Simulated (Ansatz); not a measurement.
**Stack of 1T-SbSBr under In2Se2, shifted by two thirds of the diagonal in a perpendicular field**

What dipole does a perpendicular field induce in the stack of 1T-SbSBr under In2Se2, shifted by two thirds of the diagonal, and does the gap follow? A positive field points along +c.

Main program and level: Ansatz 0.2.0; plane-wave DFT, PBE-D3(BJ), Ansatz PAW, in the first sound run; inputs show where later runs differ.

**1. Starting point**

The cell holds 7 atoms: 1 Br, 1 Sb, 1 S, 2 Se and 2 In. Its edges and angles: a = 4.095 Å, b = 4.095 Å, c = 52.995 Å, α = 90.0°, β = 90.0°, γ = 120.0°. Regions: layer 1: 1T-SbSBr, 3 atoms (1 Br, 1 Sb and 1 S); layer 2: In2Se2, 4 atoms (2 Se and 2 In). Vacuum lies along c.

**2. Relaxation**

The starting cell is a guess, so the in-plane lattice and the atoms are relaxed first, with the slab cut off from its images along the normal.

The input, input.yaml:

```yaml
crystal:
  lattice:
    - [4.095125, 0.0, 0.0]
    - [-2.0475625, 3.5464822817, 0.0]
    - [0.0, 0.0, 52.9946636305]
  atoms:
    - { symbol: Br, position: [0.6666666667, 0.3333333333, 0.3962663137] }
    - { symbol: Sb, position: [0.0, 0.0, 0.426294077] }
    - { symbol: S, position: [0.3333333333, 0.6666666667, 0.449134923] }
    - { symbol: Se, position: [0.0, 0.0, 0.5066878875] }
    - { symbol: In, position: [0.6666666667, 0.3333333333, 0.5284156362] }
    - { symbol: In, position: [0.6666666667, 0.3333333333, 0.5820059377] }
    - { symbol: Se, position: [0.0, 0.0, 0.6037336863] }
  periodic: [true, true, false]
kpoints:
  mp_grid: { grid: [12, 12, 1] }
hamiltonian:
  xc: pbe
  dispersion: d3bj
scf:
  occupations: { method: fermi_dirac, width: 0.05 }
  convergence: { dr2_threshold: 1.0e-09 }
relax:
  f_tol: 0.004
  max_steps: 90
  cell: {}
output:
  write_potential: true
  write_density: true
  volumetric_format: npy
```

Started as:

```sh
ansatz run input.yaml --threads 4 --pin off --max-ram 6144MiB --backend cpu --events-out ev --progress --plain --runs-dir out
```

Numbers of over 12 decimals in the logs are rounded to 6 here.

The program printed:

```text
Warning: relax.cell: scf.convergence.dr2_threshold = 1e-9 eV is looser than the 1.5881086031e-10 eV advised for a relaxation that steers and ends on the stress (1e-10 eV for each atom of the cell: 7, times the square of relax.cell.stress_2d_tol = 0.05 N/m over 21.0 Å (the atoms' height at the walk's start and 5 Å past either face), 2.382e-2 GPa, over a crystal's default 0.05). What an SCF threshold leaves in a stress goes as its square root, and in the free energy as the threshold itself, and one threshold admits the most on a small cell: [figures from the program's tests cut] Set scf.convergence.dr2_threshold to 1.5881086031e-10 eV or tighter. [rest of the remark cut]
Engine: ansatz 0.2.0, aarch64-unknown-linux-gnu
Pseudopotentials: kind: paw
Pseudopotential: Br, paw, valence charge 7, recommended cutoff 420 eV (normal), Br.paw.azcp
Pseudopotential: Sb, paw, valence charge 15, recommended cutoff 420 eV (normal), Sb.paw.azcp
Pseudopotential: S, paw, valence charge 6, recommended cutoff 420 eV (normal), S.paw.azcp
Pseudopotential: Se, paw, valence charge 16, recommended cutoff 420 eV (normal), Se.paw.azcp
Pseudopotential: In, paw, valence charge 13, recommended cutoff 420 eV (normal), In.paw.azcp
Functional definition: PBE
  parameter kappa = 0.804
  parameter beta = 0.066725
  exchange = pbe_x(kappa = kappa, mu = beta*pi^2/3)
  correlation = pbe_c(beta = beta)
Crystal: 7 atoms, lattice volume = 769.657 Å³
Basis set: ecut = 420 eV, 14949 PW (Γ), exchange–correlation on 60×60×720 points (8 copies of the dense FFT grid, shifted against one another)
Bands: 52, of which v1, the nominal top of the filled ones, is band 43 counted from 1 (42 counted from 0)
Symmetry: 6 space group operations
Space group: P3m1 (ITA 156), of the structure as read, at distance tolerance 9.2e-5 Å
k-points: 19 of 144 (time reversal used)
Non-local potential: Br, projectors of the file, l = 0: 2, l = 1: 2, l = 2: 2
Non-local potential: Sb, projectors of the file, l = 0: 2, l = 1: 2, l = 2: 2, l = 3: 2
Non-local potential: S, projectors of the file, l = 0: 2, l = 1: 2, l = 2: 2
Non-local potential: Se, projectors of the file, l = 0: 2, l = 1: 2, l = 2: 3, l = 3: 1
Non-local potential: In, projectors of the file, l = 0: 2, l = 1: 2, l = 2: 2, l = 3: 2
PAW form: soft (Blöchl's): semilocal exchange-correlation on the pseudo side does not see the compensation charge
PAW one-centre angular grid: Br, 110 points (default); XC on 64 Gauss nodes
PAW one-centre angular grid: Sb, 590 points (default); XC on 64 Gauss nodes
PAW one-centre angular grid: S, 110 points (default); XC on 64 Gauss nodes
PAW one-centre angular grid: Se, 590 points (default); XC on 64 Gauss nodes
PAW one-centre angular grid: In, 590 points (default); XC on 64 Gauss nodes
Initial density: superposition of atomic densities (neutral atoms: chi_scale 0, normalization atom), corrected by the library's trained network
Initial wavefunctions: pseudopotential atomic-orbital guess
Functional: x = pbe(κ = 0.804, μ = 0.219515), c = pbe(β = 0.066725)
SCF iter   1: F=—  HF=-32308.306359 eV  |F-HF|=—  |Δ(HF+E_count)|=         —  Δρ=1.12e-3  dr2=5.11e-2  ethr=1.77e-3  ⟨swp⟩=16.9  Hψ=5933  notcnv=0  defer=6
preconditioner: auto → Resta (q_TF=auto, 1.893 Å⁻¹)  ε∞=1.7  [insulator: Δε(μ)=0.459 eV  Ē_g=12.281 eV  σ=0.050 eV  W_gap=0.97  n_scr=96 (ndim 8)  ℏωp=10.0 eV  f_vac=0.726  D(μ)=0.02/eV (n_scr^D=0)  ε∞_Penn≈1.7  vacuum switching on, ρ_ref=1.1e-2 e/Å³]
SCF iter   2: F=—  HF=-32308.306745 eV  |F-HF|=—  |Δ(HF+E_count)|=   3.86e-4  Δρ=7.19e-4  dr2=7.08e-2  ethr=5.94e-5  ⟨swp⟩=3.8  Hψ=2157  notcnv=0  defer=56
preconditioner: auto → LDOS  [insulator: Δε(μ)=0.269 eV  Ē_g=12.212 eV  σ=0.050 eV  W_gap=0.71  n_scr=96 (ndim 8)  ℏωp=10.0 eV  f_vac=0.727  D(μ)=0.29/eV (n_scr^D=4)  ε∞_Penn≈1.7  β→1.0]
SCF iter   3: F=—  HF=-32308.305074 eV  |F-HF|=—  |Δ(HF+E_count)|=   1.67e-3  Δρ=7.01e-4  dr2=3.88e-2  ethr=5.94e-5  ⟨swp⟩=2.7  Hψ=1206  notcnv=0  defer=56
SCF iter   4: F=—  HF=-32308.301012 eV  |F-HF|=—  |Δ(HF+E_count)|=   4.06e-3  Δρ=2.55e-4  dr2=2.82e-3  ethr=4.51e-5  ⟨swp⟩=1.5  Hψ=1179  notcnv=0  defer=44
SCF iter   5: F=—  HF=-32308.300868 eV  |F-HF|=—  |Δ(HF+E_count)|=   1.44e-4  Δρ=1.55e-4  dr2=1.49e-3  ethr=3.28e-6  ⟨swp⟩=3.0  Hψ=1366  notcnv=0  defer=44
SCF iter   6: F=—  HF=-32308.300760 eV  |F-HF|=—  |Δ(HF+E_count)|=   1.09e-4  Δρ=4.10e-5  dr2=2.25e-5  ethr=1.73e-6  ⟨swp⟩=2.2  Hψ=1106  notcnv=0  defer=44
SCF iter   7: F=—  HF=-32308.300768 eV  |F-HF|=—  |Δ(HF+E_count)|=   8.35e-6  Δρ=1.45e-5  dr2=3.00e-6  ethr=2.61e-8  ⟨swp⟩=3.0  Hψ=1851  notcnv=0  defer=44
SCF iter   8: F=—  HF=-32308.300797 eV  |F-HF|=—  |Δ(HF+E_count)|=   2.93e-5  Δρ=6.07e-6  dr2=5.10e-7  ethr=3.49e-9  ⟨swp⟩=2.6  Hψ=1771  notcnv=0  defer=44
SCF iter   9: F=—  HF=-32308.300797 eV  |F-HF|=—  |Δ(HF+E_count)|=   1.88e-7  Δρ=2.22e-6  dr2=3.85e-8  ethr=5.93e-10  ⟨swp⟩=2.9  Hψ=1642  notcnv=0  defer=44
SCF iter  10: F=—  HF=-32308.300798 eV  |F-HF|=—  |Δ(HF+E_count)|=   7.38e-8  Δρ=8.80e-7  dr2=9.06e-9  ethr=4.48e-11  ⟨swp⟩=2.9  Hψ=1831  notcnv=0  defer=44
SCF iter  11: F=—  HF=-32308.300798 eV  |F-HF|=—  |Δ(HF+E_count)|=   1.46e-8  Δρ=2.63e-7  dr2=1.98e-9  ethr=1.05e-11  ⟨swp⟩=3.8  Hψ=2165  notcnv=0  defer=44
SCF iter  12: F=-32308.300798 eV  HF=-32308.300798 eV  |F-HF|=1.18e-9  |Δ(HF+E_count)|=   4.80e-9  Δρ=6.69e-8  dr2=7.20e-11  ethr=1.16e-12  ⟨swp⟩=10.2  Hψ=6423  notcnv=0
SCF 1 converged in 12 iterations: F = -32308.300798 eV  dr2 = 7.20e-11
  greatest PAW one-centre occupation: 1.000 electrons in one spin orbital (limit 2), on the Se atom at site 3 (counted from 0), in its partial waves of l = 2
relax step   1: F+E_penalty+E_count = -32308.30079758 eV  Δ(F+E_penalty+E_count) = +0.000e0 eV  max|allowed force component| = 1.445e0 eV/Å  Δτ_max = 0.0000 Å  P = +1.917 N/m  Ω = 769.657 Å³  fix = [c, alpha, beta]  reactions: c +0.000 N/m  (12 SCF iters, accepted)
Crystal: 7 atoms, lattice volume = 767.403 Å³
Basis set: ecut = 420 eV, 14925 PW (Γ), exchange–correlation on 60×60×720 points (8 copies of the dense FFT grid, shifted against one another)
Initial density: handed on by an earlier stage of this run
Initial wavefunctions: those handed on with the density
iter 1 solved again at ethr=4.76e-4 eV; its pass at ethr=3.10e-3 eV (dr2=4.09e-1 eV) is discarded
SCF iter   1: F=—  HF=-32308.627927 eV  |F-HF|=—  |Δ(HF+E_count)|=         —  Δρ=3.00e-3  dr2=4.15e-1  ethr=4.76e-4  ⟨swp⟩=2.5  Hψ=5383  notcnv=0
[...]
relax step   6: F+E_penalty+E_count = -32308.66022561 eV  Δ(F+E_penalty+E_count) = -1.400e-3 eV  max|allowed force component| = 3.761e-2 eV/Å  Δτ_max = 0.0250 Å  P = -0.071 N/m  Ω = 733.384 Å³  energy of the carried Pulay correction = +1.571e-3 eV  fix = [c, alpha, beta]  reactions: c -0.000 N/m  (10 SCF iters, accepted)
[...]
relax step   7: F+E_penalty+E_count = -32308.66028267 eV  Δ(F+E_penalty+E_count) = -5.706e-5 eV  max|allowed force component| = 4.087e-2 eV/Å  Δτ_max = 0.0100 Å  P = +0.035 N/m  Ω = 732.129 Å³  energy of the carried Pulay correction = +1.627e-3 eV  fix = [c, alpha, beta]  reactions: c +0.000 N/m  (10 SCF iters, accepted)
[...]
relax step   8: F+E_penalty+E_count = -32308.66045165 eV  Δ(F+E_penalty+E_count) = -1.690e-4 eV  max|allowed force component| = 9.205e-4 eV/Å  Δτ_max = 0.0053 Å  P = +0.003 N/m  Ω = 732.522 Å³  energy of the carried Pulay correction = +1.609e-3 eV  fix = [c, alpha, beta]  reactions: c +0.000 N/m  (9 SCF iters, accepted)
Basis set: ecut = 420 eV, 14409 PW (Γ), exchange–correlation on 54×54×720 points (8 copies of the dense FFT grid, shifted against one another)
Initial wavefunctions: pseudopotential atomic-orbital guess (no wavefunctions were taken with the density)
iter 1 solved again at ethr=9.80e-7 eV; its pass at ethr=3.10e-3 eV (dr2=8.43e-4 eV) is discarded
SCF iter   1: F=—  HF=-32308.658850 eV  |F-HF|=—  |Δ(HF+E_count)|=         —  Δρ=3.10e-5  dr2=1.22e-6  ethr=9.80e-7  ⟨swp⟩=5.1  Hψ=9660  notcnv=0
eigensolver tolerance schedule: the retry pair's looser diagonalisation over-reported the residual by 687.32 of it (diagonalisation noise at 0.28 of the residual, at the tolerance the schedule requests for it); recorded, not acted on — ethr = c·dr2/N_el stays at c = 1.0e-1
preconditioner: auto → Resta (q_TF=auto, 1.909 Å⁻¹)  ε∞=1.7  [insulator: Δε(μ)=0.936 eV  Ē_g=12.085 eV  σ=0.050 eV  W_gap=1.00  n_scr=86 (ndim 8)  ℏωp=10.3 eV  f_vac=0.717  D(μ)=0.00/eV (n_scr^D=0)  ε∞_Penn≈1.7  vacuum switching on, ρ_ref=1.1e-2 e/Å³]
SCF iter   2: F=—  HF=-32308.658870 eV  |F-HF|=—  |Δ(HF+E_count)|=   2.01e-5  Δρ=1.49e-5  dr2=3.92e-7  ethr=1.42e-9  ⟨swp⟩=4.6  Hψ=2736  notcnv=0
SCF iter   3: F=—  HF=-32308.658870 eV  |F-HF|=—  |Δ(HF+E_count)|=   5.75e-7  Δρ=6.13e-6  dr2=1.87e-6  ethr=4.56e-10  ⟨swp⟩=2.6  Hψ=1678  notcnv=0  recentre
SCF iter   4: F=—  HF=-32308.658870 eV  |F-HF|=—  |Δ(HF+E_count)|=   1.40e-7  Δρ=3.57e-6  dr2=2.63e-7  ethr=4.56e-10  ⟨swp⟩=3.2  Hψ=1581  notcnv=0
SCF iter   5: F=—  HF=-32308.658870 eV  |F-HF|=—  |Δ(HF+E_count)|=  8.22e-10  Δρ=1.06e-6  dr2=2.11e-8  ethr=3.06e-10  ⟨swp⟩=1.9  Hψ=1219  notcnv=0
SCF iter   6: F=—  HF=-32308.658870 eV  |F-HF|=—  |Δ(HF+E_count)|=   1.46e-9  Δρ=4.95e-7  dr2=1.07e-8  ethr=2.45e-11  ⟨swp⟩=3.0  Hψ=1586  notcnv=0
SCF iter   7: F=-32308.658870 eV  HF=-32308.658870 eV  |F-HF|=1.08e-9  |Δ(HF+E_count)|=  3.82e-10  Δρ=2.43e-7  dr2=6.32e-10  ethr=1.16e-12  ⟨swp⟩=13.3  Hψ=7757  notcnv=0
SCF 9 converged in 7 iterations: F = -32308.658870 eV  dr2 = 6.32e-10
relax step   9: F+E_penalty+E_count = -32308.65887026 eV  Δ(F+E_penalty+E_count) = +1.581e-3 eV  max|allowed force component| = 9.505e-4 eV/Å  Δτ_max = 0.0000 Å  P = +0.002 N/m  Ω = 732.522 Å³  fix = [c, alpha, beta]  reactions: c +0.000 N/m  stress off target by 2.32e-3 N/m on what of the cell is left free  SCF on the basis re-selected at this cell (its energy is not comparable with the rows above)  (7 SCF iters)
basis re-selected at this cell: Δ(F+E_penalty+E_count) = +1.581e-3 eV, ΔP = -0.001 N/m vs the last step (what re-selecting the basis moved, of the pressure what is left beyond the Pulay correction that the steps carried, after the strain that the cell walked since its last selection, with what the two solves' SCF thresholds leave and, on support functions, any second-order correction that the steps lacked; it is no measure of the basis error at this ecutwfc). The dense FFT grid was sized anew with the basis: this SCF ran on 27×27×360 points, the steps before it on 30×30×360, so part of this shift can come from that change (see relax.cell in the input reference). [rest of the remark cut]
WARN: The output density's exchange-correlation potential varies sharply where the density is thin. Do not read a vacuum level from v_tot or v_xc, or from such a field of the output density. On a cell that repeats whose density bears no net charge and no dipole along the vacuum's axis use v_es (v_loc + v_h of the components); under efield.dipole_correction with no amplitude use v_es + v_field, which holds any externa [...]
SCF converged after 7 iterations
Free energy (F): -32308.658870 eV
Harris-Foulkes:  -32308.658870 eV  (|F-HF|=1.08e-9)
Internal energy: -32308.658866 eV  (E = F + TS)
E sigma→0 (E₀):  -32308.658868 eV
Entropy (-TS):   -0.000004 eV (-0.001 meV/atom)
Fermi energy:    -5.260159 eV
--- Per-component energies (eV) ---
  E_band       = -2199.392560
  E_kinetic    = 1166.417005
  E_local      = -435913.101834  (includes V_loc(G=0)·N_el)
  E_nonlocal   = 2.409902
  E_hartree    = 216950.109385
  E_xc         = -1137.438399
  E_vxc        = -679.770004  (∫ρ·V_xc dr)
  E_paw        = -19552.473315  (= ΣΔE_a)
  E_vpaw       = -675.567115  (= ΣTr[D̂ρ^β])
  E_aug_tail   = -0.001162  (compensation charges beyond the density's cutoff)
  E_ewald      = 206177.292216
  E_disp       = -1.872664  (pairwise vdW)
  E_smearing   = -0.000004  (= −TS)
  E_closure    = 0.000000  (closes the sum)
  Σ components = -32308.658870   (vs F -32308.658870, Δ=0.00e0)
--- Forces (eV/Å), atoms counted from 1 ---
  atom   1  Br     0.00000000    -0.00000000    -0.00095041
  atom   2  Sb     0.00000000    -0.00000000     0.00035055
  atom   3  S     -0.00000000     0.00000000     0.00008646
  atom   4  Se     0.00000000    -0.00000000     0.00023087
  atom   5  In    -0.00000000     0.00000000     0.00043165
  atom   6  In    -0.00000000     0.00000000    -0.00013365
  atom   7  Se     0.00000000    -0.00000000    -0.00001459
  max |Σ_I F_I| component: 8.79e-7 eV/Å
--- 2D stress c σ (N/m, compression-positive) ---
        0.002317       0.000000       0.000000
        0.000000       0.002317       0.000000
        0.000000       0.000000       0.000000
  P = ½ c Tr σ = 0.0023 N/m
--- Band table (eV; the first three rows and the last of 19) ---
  k-point 0: bands = [... 39 lower, -6.4889, -6.3930, -6.3930, -5.8028, -4.8451, -4.1325, -3.6642, -3.6642, ... 5 higher]
  k-point 1: bands = [... 39 lower, -6.5743, -6.5129, -6.4719, -5.7807, -4.5862, -3.9047, -3.5981, -3.5467, ... 5 higher]
  k-point 2: bands = [... 39 lower, -6.7925, -6.6729, -6.3067, -5.9227, -4.2491, -3.4974, -3.2587, -3.2332, ... 5 higher]
  k-point 18: bands = [... 39 lower, -7.7881, -7.4370, -7.1574, -6.3386, -3.5609, -3.2080, -2.6068, -2.5713, ... 5 higher]
  the weakly bound empty levels are not read free of the cell's end (no_gap_told)
--- Relaxed structure (8 steps of the walk, 8 accepted, 1 SCFs on fresh bases) ---
  F+E_penalty+E_count = -32308.65887026 eV   max|allowed force component| = 9.505e-4 eV/Å   (the final SCF, on the basis selected at the relaxed cell)
  cell:  # Å, volume = 732.5225 Å³
    - [3.995113, 0, 0]
    - [-1.997557, 3.459870, 0]
    - [0, 0, 52.9946636305]
  atoms:
    - { symbol: Br, position: [0.666667, 0.333333, 0.389852] }
    - { symbol: Sb, position: [2.803950593360798e-17, 3.172065784597144e-17, 0.425999] }
    - { symbol: S, position: [0.333333, 0.666667, 0.451724] }
    - { symbol: Se, position: [2.692942129580686e-17, 3.172065784597144e-17, 0.505234] }
    - { symbol: In, position: [0.666667, 0.333333, 0.529871] }
    - { symbol: In, position: [0.666667, 0.333333, 0.582551] }
    - { symbol: Se, position: [3.174597707011525e-17, 3.172065784597144e-17, 0.607308] }
```

Wall time 6.4 min (4 threads of Arm Neoverse N1, shared host); peak memory 1.8 GiB; 25 min of CPU time.

The steps of the relaxation:

| step | energy less that of the first step (eV) | largest force component (eV/Å) | volume (Å³) |
| --- | --- | --- | --- |
| 1 | 0.0000 | 1.4452 | 769.66 |
| 2 | -0.2695 | 0.8195 | 767.40 |
| 3 | -0.3298 | 0.2514 | 745.78 |
| 4 | -0.3501 | 0.1263 | 742.98 |
| 5 | -0.3580 | 0.1196 | 736.11 |
| 6 | -0.3594 | 0.0376 | 733.38 |
| 7 | -0.3595 | 0.0409 | 732.13 |
| 8 | -0.3597 | 0.0009 | 732.52 |
| 9* | -0.3581 | 0.0010 | 732.52 |

Relaxation steps marked * repeat the geometry before them on a plane-wave basis chosen anew for their cell, so energy and pressure can jump there.

The run keeps the 6 symmetry operations that it works with, so distortions that break them were not tested.

| cell as run | before | after | change |
| --- | --- | --- | --- |
| a (Å) | 4.095 | 3.995 | -2.4 % |
| b (Å) | 4.095 | 3.995 | -2.4 % |

The atoms that moved most (Å, along periodic axes as changes of fractional coordinates times the final cell, across vacuum about the mean position):

| atom | dx | dy | dz | length |
| --- | --- | --- | --- | --- |
| Br1 | 0.000 | 0.000 | -0.340 | 0.340 |
| Se7 | 0.000 | 0.000 | 0.189 | 0.189 |
| S3 | 0.000 | 0.000 | 0.137 | 0.137 |
| In5 | 0.000 | 0.000 | 0.077 | 0.077 |
| Se4 | 0.000 | 0.000 | -0.077 | 0.077 |
| In6 | 0.000 | 0.000 | 0.029 | 0.029 |
| Sb2 | 0.000 | 0.000 | -0.016 | 0.016 |

The relaxed structure:

```cif
data_structure
_symmetry_space_group_name_H-M 'P 1'
_symmetry_Int_Tables_number 1
_cell_length_a 3.9951
_cell_length_b 3.9951
_cell_length_c 52.9947
_cell_angle_alpha 90.000
_cell_angle_beta 90.000
_cell_angle_gamma 120.000
_cell_volume 732.52
loop_
_atom_site_label
_atom_site_type_symbol
_atom_site_fract_x
_atom_site_fract_y
_atom_site_fract_z
_atom_site_occupancy
Br1 Br 0.66667 0.33333 0.38985 1
Sb2 Sb 0.00000 0.00000 0.42600 1
S3 S 0.33333 0.66667 0.45172 1
Se4 Se 0.00000 0.00000 0.50523 1
In5 In 0.66667 0.33333 0.52987 1
In6 In 0.66667 0.33333 0.58255 1
Se7 Se 0.00000 0.00000 0.60731 1
```

The lattice constant a goes from 4.095 to 3.995 Å.

(Part 1 of 3 ends here.)

[Logs are printed without paths, hosts, clocks, repeated set-up lines and the standing remarks that a program may print on its own settings, such as how far it seeks lower states.]

[Hosts, paths, dates, database ids (printed as entryN), source tags and the programs' standing remarks are cut or masked in the printed files.]

[Maps of the electrostatic potential energy from Ansatz leave out the sawtooth potential of an applied field or a dipole correction, so their vacuum need not be flat; planar profiles and work functions include it.]
